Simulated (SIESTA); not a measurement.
## TaN in SIESTA: the effect of target pressure

Crystal: TaN.

```
Ta N
1.0
     0.00000    2.21132    2.21132
     2.21132    0.00000    2.21132
     2.21132    2.21132    0.00000
Ta N
1 1
Direct
  0.50000 0.50000 0.50000
  0.00000 0.00000 0.00000
```

The cell comes from a database or a generator and needn't be the stable form of this composition.

Alike in all runs:

```yaml
Program: SIESTA 5.4.2
Task: relaxation of cell and atoms
Functional: PBE
Potentials_or_basis: PseudoDojo 0.4 standard (PBE files)
Basis: DZP (energy shift 0.003 Ry; two zetas on semicore shells)
Grid_cutoff: 800 Ry
Energy_shift: 0.003 Ry
k_mesh: 7 × 7 × 7
Occupations: fermi-dirac, width 0.05 eV
Spin: no spin polarisation
```

Each run relaxes the cell or the atoms first.

```csv
target pressure,target pressure,relaxed volume (Å³/atom)
0 GPa,-,10.97
2 GPa,2 GPa,10.91
5 GPa,5 GPa,10.81
10 GPa,10 GPa,10.67
20 GPa,20 GPa,10.40
30 GPa,30 GPa,?
```

Task: What does the run with target pressure 30 GPa give?

Result: Relaxed volume 10.18 Å³/atom.

Worked out: In Murnaghan's law V^(-B') rises as a straight line in P. The other rows fit best with B' = 4.2, V0 = 10.97 Å³/atom and B0 = 334 GPa, which gives 10.17 Å³/atom at 30 GPa, against the run's 10.18.

Caveats: short orbitals over semicore shells can move pressures by several GPa; the basis of atomic orbitals isn't converged, which shifts pressures, moduli and gaps; the relaxation stopped at its first step, so nothing moved (some runs).
